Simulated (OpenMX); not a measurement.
Set up this calculation in OpenMX 3.8.5, as the native input.

```yaml
Task: single point
Functional: PBE
Potentials_or_basis: OpenMX 2013 PBE set, Bi8.0-s3p2d2f1, grid cutoff 500 Ry
k_mesh: 7 × 7 × 3
Occupations: fermi-dirac, width 0.05 eV
Spin: no spin polarisation
Mixing_scheme: rmm-diisk
SCF_threshold: 1e-08 Ha
Solver: band
Max_SCF_cycles: 100
```

Bi:

```
CELL_PARAMETERS angstrom
3.14961 0.00000 0.00000
0.00000 3.13333 0.00000
-0.07825 0.00000 6.26725
ATOMIC_POSITIONS crystal
Bi 0.54425 0.00000 0.74958
Bi 0.45575 0.00000 0.25042
```

This isn't the form of Bi at room conditions, which is rhombohedral.

The input as run:

Bi.dat

```
System.CurrrentDirectory             ./
System.Name                          Bi
DATA.PATH                            ./DFT_DATA13
level.of.stdout                      1
level.of.fileout                     0
Species.Number                       1
<Definition.of.Atomic.Species
  Bi  Bi8.0-s3p2d2f1         Bi_PBE13
Definition.of.Atomic.Species>

Atoms.Number                         2
Atoms.SpeciesAndCoordinates.Unit     FRAC
<Atoms.SpeciesAndCoordinates
    1  Bi    0.5442472500    0.0000000000    0.7495778900   7.500  7.500
    2  Bi    0.4557527500    0.0000000000    0.2504221100   7.500  7.500
Atoms.SpeciesAndCoordinates>

Atoms.UnitVectors.Unit               Ang
<Atoms.UnitVectors
     3.1496085520    0.0000000000    0.0000000000
     0.0000000000    3.1333342951    0.0000000000
    -0.0782495166    0.0000000000    6.2672542328
Atoms.UnitVectors>

scf.XcType                           GGA-PBE
scf.SpinPolarization                 off
scf.ElectronicTemperature            580.226
scf.energycutoff                     500.0
scf.maxIter                          100
scf.EigenvalueSolver                 band
scf.Kgrid                            7 7 3
scf.Mixing.Type                      rmm-diisk
scf.Init.Mixing.Weight               0.05
scf.Min.Mixing.Weight                0.001
scf.Max.Mixing.Weight                0.3
scf.Mixing.History                   25
scf.Mixing.StartPulay                8
scf.criterion                        1.0e-8
scf.stress.tensor                    on
MD.Type                              nomd
```

Potentials or basis: OpenMX 2013 PBE set, Bi8.0-s3p2d2f1, grid cutoff 500 Ry.

Command:

```bash
$ openmx Bi.dat -nt 1 > Bi.std
```

It gave:

| Property | Result |
| --- | --- |
| Pressure | 9.2 GPa |
| Largest force | 0.034 eV/Å |
| Band gap on the k mesh | none (metal or under the smearing width) |

Caveat: spin-orbit coupling is left out, which moves the levels of the heavy elements; the basis of atomic orbitals isn't converged, which shifts pressures, moduli and gaps.

Run time: 3 min on 1 thread of Arm Neoverse V1, on a shared host, peak memory 1.6 GiB.
